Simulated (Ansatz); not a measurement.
## ZnO: strain energy, fitted

ZnO, P6_3mc, a = 3.235 Å, c = 5.212 Å. Ansatz: r2SCAN, PAW, 500 eV, Γ-centred 12×12×6 mesh on 4 atoms, Gaussian smearing 0.02 eV; no spin polarisation. Series: uniaxial strain along c, with a, b and atoms relaxed; x is the strain in per cent. y is the free energy over the unstrained cell, V0 = 11.809 Å³/atom.

```tsv
x (%)	y (meV/atom)
-6.0	16.59
-4.0	7.78
-2.0	?
0.0	0.00
2.0	2.25
4.0	9.22
```

**Question.** Fit y = c2 x² + c3 x³ to the other rows, turn c2 into a modulus, and predict the missing energy.

**Answer.** Least squares on the rows shown. y = 0.53070 x² + 0.011591 x³. In eV per unit strain² c2 is 5.307; this is Young's modulus along the axis (E = ½ Y V0 ε²): 2 × 5.307 × 160.2 / (11.809) = 144 GPa. At x = -2.0 the fit asked for gives 2.03 meV/atom. The run gave 2.02 meV/atom, so the fit is 0.01 meV/atom too high, within the rms miss on the fitted rows (0.02 meV/atom).